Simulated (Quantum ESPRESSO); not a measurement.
# V (Im-3m) in Quantum ESPRESSO: further runs

The runs below take V through phonons, with LDA, PBE.

Program: Quantum ESPRESSO 7.5. These are calculated values, not measurements. Logs are shortened: lines on timing, memory, paths and dates and some standing lists are left out, and cuts for length are marked.

## Step 1: The crystal as given

Symmetry: Im-3m, No. 229, cubic system. The conventional cell has a = 3.029 Å, b = 3.029 Å, c = 3.029 Å, α = 90.00°, β = 90.00°, γ = 90.00°. V (site symmetry m-3m) has 8 V at 2.62 Å as nearest neighbours.

## Step 2: Phonons, LDA, collinear spin, ferromagnetic start

File pw.in:

```
&CONTROL
  calculation = 'scf'
  prefix = 'pwscf'
  outdir = './tmp'
  pseudo_dir = './pseudo'
  tprnfor = .true.
  tstress = .true.
  disk_io = 'low'
/
&SYSTEM
  ibrav = 0
  nat = 1
  ntyp = 1
  ecutwfc = 84
  nbnd = 15
  occupations = 'smearing'
  smearing = 'mv'
  degauss = 0.01469973
  nspin = 2
  starting_magnetization(1) = 0.1538
/
&ELECTRONS
  conv_thr = 2d-10
  electron_maxstep = 120
  mixing_beta = 0.3
/
ATOMIC_SPECIES
V     50.9415 V.upf
CELL_PARAMETERS bohr
  -2.8617067568    2.8617067568    2.8617067568
   2.8617067568   -2.8617067568    2.8617067568
   2.8617067568    2.8617067568   -2.8617067568
ATOMIC_POSITIONS bohr
V      0.0000000000    0.0000000000    0.0000000000
K_POINTS automatic
8 8 8 0 0 0
```

File relax.in:

```
&CONTROL
  calculation = 'vc-relax'
  prefix = 'pwscf'
  outdir = './tmp'
  pseudo_dir = './pseudo'
  tprnfor = .true.
  tstress = .true.
  disk_io = 'low'
  nstep = 40
  forc_conv_thr = 0.0001
  etot_conv_thr = 1d-06
/
&SYSTEM
  ibrav = 0
  nat = 1
  ntyp = 1
  ecutwfc = 84
  nbnd = 15
  occupations = 'smearing'
  smearing = 'mv'
  degauss = 0.01469973
  nspin = 2
  starting_magnetization(1) = 0.1538
/
&ELECTRONS
  conv_thr = 2d-10
  electron_maxstep = 120
  mixing_beta = 0.3
/
&IONS
  ion_dynamics = 'bfgs'
/
&CELL
  cell_dynamics = 'bfgs'
  press = 0
  press_conv_thr = 0.2
/
ATOMIC_SPECIES
V     50.9415 V.upf
CELL_PARAMETERS bohr
  -2.8617067568    2.8617067568    2.8617067568
   2.8617067568   -2.8617067568    2.8617067568
   2.8617067568    2.8617067568   -2.8617067568
ATOMIC_POSITIONS bohr
V      0.0000000000    0.0000000000    0.0000000000
K_POINTS automatic
8 8 8 0 0 0
```

File scf2.in:

```
&CONTROL
  calculation = 'scf'
  prefix = 'pwscf'
  outdir = './tmp'
  pseudo_dir = './pseudo'
  tprnfor = .true.
  tstress = .true.
  disk_io = 'low'
/
&SYSTEM
  ibrav = 0
  nat = 1
  ntyp = 1
  ecutwfc = 84
  nbnd = 15
  occupations = 'smearing'
  smearing = 'mv'
  degauss = 0.01469973
  nspin = 2
  starting_magnetization(1) = 0.1538
/
&ELECTRONS
  conv_thr = 1d-13
  electron_maxstep = 120
  mixing_beta = 0.3
  startingpot = 'file'
  startingwfc = 'file'
/
ATOMIC_SPECIES
V     50.9415 V.upf
CELL_PARAMETERS bohr
  -2.7618686402    2.7618686402    2.7618686402
   2.7618686402   -2.7618686402    2.7618686402
   2.7618686402    2.7618686402   -2.7618686402
ATOMIC_POSITIONS bohr
V      0.0000000000    0.0000000000    0.0000000000
K_POINTS automatic
8 8 8 0 0 0
```

File ph.in:

```
phonons of V
&INPUTPH
  prefix = 'pwscf'
  outdir = './tmp'
  tr2_ph = 1d-18
  fildyn = 'dyn'
  niter_ph = 90
  alpha_mix(1) = 0.4
/
-0.0000000000 0.8660254038 -0.0000000000
```

Potentials or basis: PseudoDojo 0.4.1 SR LDA standard.

On the command line:

```sh
$ OMP_NUM_THREADS=1 mpirun -n 4 pw.x -nk 4 -in pw.in > pw.out
$ OMP_NUM_THREADS=1 mpirun -n 4 pw.x -nk 4 -in relax.in > relax.out
$ OMP_NUM_THREADS=1 mpirun -n 4 pw.x -nk 4 -in scf2.in > scf2.out
$ OMP_NUM_THREADS=1 mpirun -n 4 ph.x -nk 4 -in ph.in > ph.out
```

pw.out:

```text
This program is part of the open-source Quantum ESPRESSO suite
     for quantum simulation of materials; please cite
[... 6 lines left out ...]
     using ibrav=0 with symmetry is DISCOURAGED, use correct ibrav instead

     K-points division:     npool     =       4
     Subspace diagonalization in iterative solution of the eigenvalue problem:
     a serial algorithm will be used

     G-vector sticks info
     --------------------
     sticks:   dense  smooth     PW     G-vecs:    dense   smooth      PW
     Sum         623     623    221                 9861     9861    2123

     Using Slab Decomposition

     bravais-lattice index     =            0
     lattice parameter (alat)  =       4.9566  a.u.
     unit-cell volume          =      93.7423 (a.u.)^3
     number of atoms/cell      =            1
     number of atomic types    =            1
     number of electrons       =        13.00
     number of Kohn-Sham states=           15
     kinetic-energy cutoff     =      84.0000  Ry
     charge density cutoff     =     336.0000  Ry
     scf convergence threshold =      2.0E-10
     mixing beta               =       0.3000
     number of iterations used =            8  plain     mixing
     Exchange-correlation= SLA  PW   NOGX NOGC
                           (   1   4   0   0   0   0   0)

     celldm(1)=   4.956621  celldm(2)=   0.000000  celldm(3)=   0.000000
     celldm(4)=   0.000000  celldm(5)=   0.000000  celldm(6)=   0.000000

     crystal axes: (cart. coord. in units of alat)
               a(1) = (  -0.577350   0.577350   0.577350 )
               a(2) = (   0.577350  -0.577350   0.577350 )
               a(3) = (   0.577350   0.577350  -0.577350 )

     reciprocal axes: (cart. coord. in units 2 pi/alat)
               b(1) = ( -0.000000  0.866025  0.866025 )
               b(2) = (  0.866025 -0.000000  0.866025 )
               b(3) = (  0.866025  0.866025  0.000000 )

     PseudoPot. # 1 for V  read from file:
     V.upf
     Pseudo is Norm-conserving + core correction, Zval = 13.0
     Generated using ONCVPSP code by D. R. Hamann
     Using radial grid of 1518 points,  6 beta functions with:
                l(1) =   0
                l(2) =   0
                l(3) =   1
                l(4) =   1
                l(5) =   2
                l(6) =   2

     atomic species   valence    mass     pseudopotential
     V                13.00    50.94150     V ( 1.00)

     Starting magnetic structure
     atomic species   magnetization
     V               0.154

     48 Sym. Ops., with inversion, found

   Cartesian axes

     site n.     atom                  positions (alat units)
         1        V      tau(   1) = (   0.0000000   0.0000000   0.0000000  )

     number of k points=    29  Marzari-Vanderbilt smearing, width (Ry)=  0.0147
                       cart. coord. in units 2pi/alat
        k(    1) = (   0.0000000   0.0000000   0.0000000), wk =   0.0019531
        k(    2) = (   0.1082532   0.1082532   0.0000000), wk =   0.0234375
        k(    3) = (   0.2165064   0.2165064   0.0000000), wk =   0.0234375
        k(    4) = (   0.3247595   0.3247595   0.0000000), wk =   0.0234375
        k(    5) = (  -0.4330127  -0.4330127   0.0000000), wk =   0.0117188
        k(    6) = (   0.2165064   0.1082532   0.1082532), wk =   0.0468750
[... 21 lines left out ...]
        k(   28) = (  -0.8660254  -0.1082532  -0.1082532), wk =   0.0234375
        k(   29) = (  -0.8660254  -0.8660254  -0.8660254), wk =   0.0019531

     Dense  grid:     9861 G-vectors     FFT dimensions: (  30,  30,  30)

     Generating pointlists ...
     new r_m :   0.4125 (alat units)  2.0446 (a.u.) for type    1

     Initial potential from superposition of free atoms

     starting charge      12.9991, renormalised to      13.0000
     Starting wfcs are   10 randomized atomic wfcs +    5 random wfcs

     Self-consistent Calculation

     iteration #  1     ecut=    84.00 Ry     beta= 0.30
     Davidson diagonalization with overlap
     ethr =  1.00E-02,  avg # of iterations =  4.2

     Threshold (ethr) on eigenvalues was too large:
     Diagonalizing with lowered threshold

     Davidson diagonalization with overlap
     ethr =  6.68E-04,  avg # of iterations =  1.1

     total energy              =    -147.49184328 Ry
     estimated scf accuracy    <       0.08753804 Ry
[... 124 lines left out ...]
     iteration # 14     ecut=    84.00 Ry     beta= 0.30
     Davidson diagonalization with overlap
     ethr =  7.32E-12,  avg # of iterations =  1.0

     Magnetic moment per site  (integrated on atomic sphere of radius R)
     atom   1 (R=0.413)  charge= 11.3318  magn=  0.0000

     End of self-consistent calculation

 ------ SPIN UP ------------

          k = 0.0000 0.0000 0.0000 (  1205 PWs)   bands (ev):

   -47.3549 -21.0165 -21.0165 -21.0165   9.2749  16.1595  16.1595  16.1595
    18.0814  18.0814  36.1448  36.1448  36.1448  42.7188  42.7188
[... 68 lines left out ...]
   -47.1614 -21.6344 -21.4141 -21.2142  14.1987  14.6378  15.0362  18.3589
    18.4587  23.1752  26.4603  27.1116  29.9682  43.1847  45.1862

          k = 0.0000-0.1083 0.3248 (  1221 PWs)   bands (ev):

   -47.2413 -21.4386 -21.1936 -21.1151  11.8539  15.7171  15.7769  16.9871
    17.6203  18.6536  31.8892  33.9421  35.3996  38.2269  41.7351

          k =-0.0000-0.2165 0.4330 (  1222 PWs)   bands (ev):

   -47.1790 -21.7103 -21.2891 -21.1111  12.9708  15.3368  15.4408  17.5249
    19.0136  19.2409  27.8540  32.4517  33.6739  39.6262  40.9691

          k = 0.1083-0.1083 0.4330 (  1224 PWs)   bands (ev):

   -47.1822 -21.6081 -21.3169 -21.1641  13.1174  14.9237  15.8788  17.1097
    18.4666  19.4523  30.2287  30.4140  35.6691  36.4786  41.5294

          k =-0.8660-0.3248-0.3248 (  1216 PWs)   bands (ev):
[... 51 lines left out ...]
   -47.0445 -21.5945 -21.5945 -21.5945  12.8793  12.8793  19.3826  19.3826
    19.3826  25.6698  25.6698  25.6698  32.3372  32.3372  36.7801

 ------ SPIN DOWN ----------

          k = 0.0000 0.0000 0.0000 (  1205 PWs)   bands (ev):

   -47.3549 -21.0164 -21.0164 -21.0164   9.2749  16.1596  16.1596  16.1596
    18.0814  18.0814  36.1448  36.1448  36.1448  42.7188  42.7188
[... 68 lines left out ...]
   -47.1614 -21.6344 -21.4140 -21.2142  14.1987  14.6379  15.0363  18.3589
    18.4587  23.1752  26.4603  27.1116  29.9682  43.1847  45.1862

          k = 0.0000-0.1083 0.3248 (  1221 PWs)   bands (ev):

   -47.2413 -21.4386 -21.1935 -21.1150  11.8540  15.7171  15.7770  16.9872
    17.6203  18.6536  31.8892  33.9421  35.3996  38.2270  41.7351

          k =-0.0000-0.2165 0.4330 (  1222 PWs)   bands (ev):

   -47.1790 -21.7102 -21.2890 -21.1110  12.9709  15.3368  15.4409  17.5250
    19.0137  19.2409  27.8540  32.4517  33.6739  39.6262  40.9691

          k = 0.1083-0.1083 0.4330 (  1224 PWs)   bands (ev):

   -47.1821 -21.6080 -21.3169 -21.1641  13.1174  14.9237  15.8789  17.1097
    18.4666  19.4523  30.2287  30.4140  35.6692  36.4786  41.5294

          k =-0.8660-0.3248-0.3248 (  1216 PWs)   bands (ev):
[... 51 lines left out ...]
   -47.0444 -21.5945 -21.5945 -21.5945  12.8793  12.8793  19.3827  19.3827
    19.3827  25.6698  25.6698  25.6698  32.3372  32.3372  36.7801

     the Fermi energy is    15.7662 ev

!    total energy              =    -147.51871047 Ry
     estimated scf accuracy    <          3.6E-11 Ry
     smearing contrib. (-TS)   =       0.00034089 Ry
     internal energy E=F+TS    =    -147.51905136 Ry

     The total energy is F=E-TS. E is the sum of the following terms:
     one-electron contribution =     -46.68958131 Ry
     hartree contribution      =      29.26406187 Ry
     xc contribution           =     -22.63485338 Ry
     ewald contribution        =    -107.45867855 Ry

     total magnetization       =     0.00 Bohr mag/cell
     absolute magnetization    =     0.00 Bohr mag/cell

     convergence has been achieved in  14 iterations

     Forces acting on atoms (cartesian axes, Ry/au):

     atom    1 type  1   force =     0.00000000    0.00000000    0.00000000

     Total force =     0.000000     Total SCF correction =     0.000000

     Computing stress (Cartesian axis) and pressure

          total   stress  (Ry/bohr**3)                   (kbar)     P=     -186.62
  -0.00126859  -0.00000000  -0.00000000         -186.62       -0.00       -0.00
  -0.00000000  -0.00126859  -0.00000000           -0.00     -186.62       -0.00
  -0.00000000  -0.00000000  -0.00126859           -0.00       -0.00     -186.62

=------------------------------------------------------------------------------=
   JOB DONE.
=------------------------------------------------------------------------------=
```

scf2.out:

```text
This program is part of the open-source Quantum ESPRESSO suite
     for quantum simulation of materials; please cite
[... 6 lines left out ...]
     using ibrav=0 with symmetry is DISCOURAGED, use correct ibrav instead

     K-points division:     npool     =       4
[... 453 lines left out ...]
  -0.00000057   0.00000000   0.00000000           -0.08        0.00        0.00
   0.00000000  -0.00000057   0.00000000            0.00       -0.08        0.00
   0.00000000   0.00000000  -0.00000057            0.00        0.00       -0.08

=------------------------------------------------------------------------------=
   JOB DONE.
=------------------------------------------------------------------------------=
```

Wall time 1.9 min (4 MPI ranks of Intel Xeon at 2.50GHz (Skylake/Cascade Lake), shared host); peak memory 0.36 GiB.

What came out:

```
Free energy                                           : -2007.1839 eV
Relaxed volume                                        : 12.49 Å³/atom
Relaxed cell                                          : a = 2.531 Å, b = 2.531 Å, c = 2.531 Å, α = 109.47°, β = 109.47°, γ = 109.47°
Space group after relaxing (to 0.05 Å)                : Im-3m (No. 229)
Pressure after relaxing                               : 0.0 GPa
Band gap on the k mesh                                : none (metal or under the smearing width)
Net moment                                            : 0.00 μB per cell
Absolute moment                                       : 0.00 μB per cell
Valence electrons inside the program's atomic spheres : V 11.33
Highest phonon frequency at the q point run           : 329 cm⁻¹
```

The path:
| step | energy change (eV) | largest force (eV/Å) | pressure (GPa) | volume (Å³) |
| --- | --- | --- | --- | --- |
| 1 | 0.0000 | 0.0000 | -18.66 | 13.89 |
| 2 | -0.0888 | 0.0000 | -2.11 | 12.61 |
| 3 | -0.0896 | 0.0000 | 0.41 | 12.46 |
| 4 | -0.0896 | 0.0000 | -0.01 | 12.49 |
| 5 | -0.0896 | 0.0000 | 0.00 | 12.49 |
| 6 | -0.0896 | 0.0000 | 0.00 | 12.49 |

Final structure:
```
CELL_PARAMETERS angstrom
-1.46152 1.46152 1.46152
1.46152 -1.46152 1.46152
1.46152 1.46152 -1.46152
ATOMIC_POSITIONS crystal
V 0.00000 0.00000 0.00000
```

Levels at points of the mesh, in eV from the Fermi level:
Spin up:
```
              k point  band 3  band 4  band 5  band 6  band 7  band 8  band 9  band 10
   (0.00, 0.00, 0.00)  -36.45  -36.45   -6.64    0.45    0.45    0.45    2.65     2.65
  (0.00, 0.00, -0.50)  -36.81  -36.46   -3.41   -1.27    2.06    2.68    3.06     4.62
(-0.50, -0.50, -0.50)  -37.24  -37.24   -3.35   -3.35    4.17    4.17    4.17    11.00
```
Spin down:
| k point | band 2 | band 3 | band 4 | band 5 | band 6 | band 7 | band 8 | band 9 | band 10 | band 11 |
| --- | --- | --- | --- | --- | --- | --- | --- | --- | --- | --- |
| (0.00, 0.00, 0.00) | -36.45 | -36.45 | -36.45 | -6.64 | 0.45 | 0.45 | 0.45 | 2.65 | 2.65 | 21.29 |
| (0.00, 0.00, -0.50) | -37.62 | -36.81 | -36.46 | -3.41 | -1.27 | 2.06 | 2.68 | 3.06 | 4.62 | 11.21 |
| (-0.50, -0.50, -0.50) | -37.24 | -37.24 | -37.24 | -3.35 | -3.35 | 4.17 | 4.17 | 4.17 | 11.00 | 11.00 |

Phonon frequencies in cm⁻¹ (negative: imaginary):
| q point | frequencies |
| --- | --- |
| (0.500, -0.500, 0.500) | 329 329 329 |

Phonon modes at q = (0.500, -0.500, 0.500) in reciprocal lattice units:
```csv
mode,symmetry,cm⁻¹
1,T_1u,329
2,T_1u,329
3,T_1u,329
```

Caveat: the k mesh is coarse (spacing up to 0.37 Å⁻¹), so the values aren't converged; the mesh is thin for the phonons of a metal.

(Part 1 of 2 ends here.)
